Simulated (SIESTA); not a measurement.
Crystal: Nb.

```xyz
1
Lattice="-1.6640 1.6640 1.6640 1.6640 -1.6640 1.6640 1.6640 1.6640 -1.6640" Properties=species:S:1:pos:R:3 pbc="T T T"
Nb    0.0000    0.0000    0.0000
```

| Quantity | Value |
| --- | --- |
| Program | SIESTA 5.4.2 |
| Task | relaxation of cell and atoms |
| Functional | vdW-DF2 |
| Potentials or basis | PseudoDojo 0.4 standard (PBE files) |
| Basis | DZP (energy shift 0.003 Ry; two zetas on semicore shells) |
| Grid cutoff | 800 Ry |
| Energy shift | 0.003 Ry |
| k mesh | 8 × 8 × 8 |
| Occupations | fermi-dirac, width 0.05 eV |
| Spin | no spin polarisation |

At the start: pressure 8.9 GPa; volume 18.43 Å³/atom.

Q: How do energy, volume and symmetry change on relaxing?

A: Over 3 steps the energy falls by 25.7 meV/atom and the volume is 19.39 Å³/atom (+5.2 %); space group Im-3m (No. 229, to 0.05 Å).

Step by step:
```tsv
step	energy change (eV)	largest force (eV/Å)	pressure (GPa)	volume (Å³)
1	0.0000	0.0000	8.90	18.43
2	-0.0253	0.0000	1.14	19.25
3	-0.0257	0.0000	0.07	19.39
```

Final structure:
```
Nb
1.0
    -1.69227    1.69227    1.69227
     1.69227   -1.69227    1.69227
     1.69227    1.69227   -1.69227
Nb
1
Direct
  0.00000 0.00000 0.00000
```

Caveat: the potentials were made for another functional, which shifts forces and pressure; the basis of atomic orbitals isn't converged, which shifts pressures, moduli and gaps.
